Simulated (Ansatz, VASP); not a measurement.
# Al2O3: VASP beside Ansatz

The input INCAR:

```
SYSTEM = Al2O3
PREC = Accurate
ENCUT = 520
EDIFF = 1E-7
ISMEAR = 0
SIGMA = 0.05
LREAL = .FALSE.
LASPH = .TRUE.
NELM = 60
ALGO = Normal
ISIF = 2
LWAVE = .FALSE.
LCHARG = .FALSE.
GGA = PS
NBANDS = 20
```

Contents of KPOINTS:

```
regular mesh
0
G
  12 12 4
  0 0 0
```

Contents of POSCAR:

```
Al2O3
1.0
    3.0174825440      0.0000000000      0.0000000000
   -1.5087412720      2.6132165386      0.0000000000
    0.0000000000      0.0000000000      7.5746360022
Al O
2 3
Direct
    0.0000000000      0.0000000000      0.2779510000
    0.0000000000      0.0000000000      0.7220490000
    0.3333333333      0.6666666667      0.1994540000
    0.6666666667      0.3333333333      0.8005460000
    0.0000000000      0.0000000000      0.5000000000
```

Input for Ansatz:

```yaml
crystal:
  lattice:
    - [3.017482544, 0.0, 0.0]
    - [-1.508741272, 2.6132165386, 0.0]
    - [0.0, 0.0, 7.5746360022]
  atoms:
    - { symbol: Al, position: [0.0, 0.0, 0.277951] }
    - { symbol: Al, position: [0.0, 0.0, 0.722049] }
    - { symbol: O, position: [0.3333333333, 0.6666666667, 0.199454] }
    - { symbol: O, position: [0.6666666667, 0.3333333333, 0.800546] }
    - { symbol: O, position: [0.0, 0.0, 0.5] }
basis:
  ecutwfc: 420
kpoints:
  mp_grid: { grid: [12, 12, 4] }
hamiltonian:
  xc: pbesol
scf:
  occupations: { method: gaussian, width: 0.05 }
output:
  forces: true
  stress: true
  eigenvalues: true
```

Measurements of this composition are mostly on another form, of space group No. 167.

Alike in both runs: task single point; functional PBEsol; k mesh 12 × 12 × 4; occupations gaussian, width 0.05 eV; no spin polarisation.

```csv
,VASP,Ansatz
version,VASP 6.6.1,Ansatz 0.2.0
potentials or method,"VASP PAW PBE potentials, release 64 (Al, O)","scalar-relativistic, plane waves, PAW"
plane-wave cutoff (eV),520,420
valence electrons in the cell,24,24
```

|  | VASP | Ansatz | Ansatz less VASP |
| --- | --- | --- | --- |
| gap on the k mesh at the Fermi level (eV) | 2.19 | 2.20 | +0.004 |
| least direct gap on the mesh (eV) | 2.19 | 2.20 | +0.004 |
| pressure (GPa) | -3.5 | -3.7 | -0.22 |
| largest component of the traceless stress (GPa) | 0.88 | 0.53 | -0.349 |
| rms of the force components (eV/Å) | 0.076 | 0.093 | +0.0166 |

Atom by atom the forces differ by 0.030 eV/Å (rms over components).

Caveats: the PAW data sets were made with another functional, which shifts forces and pressure a little (VASP). A k mesh can miss the band edges.
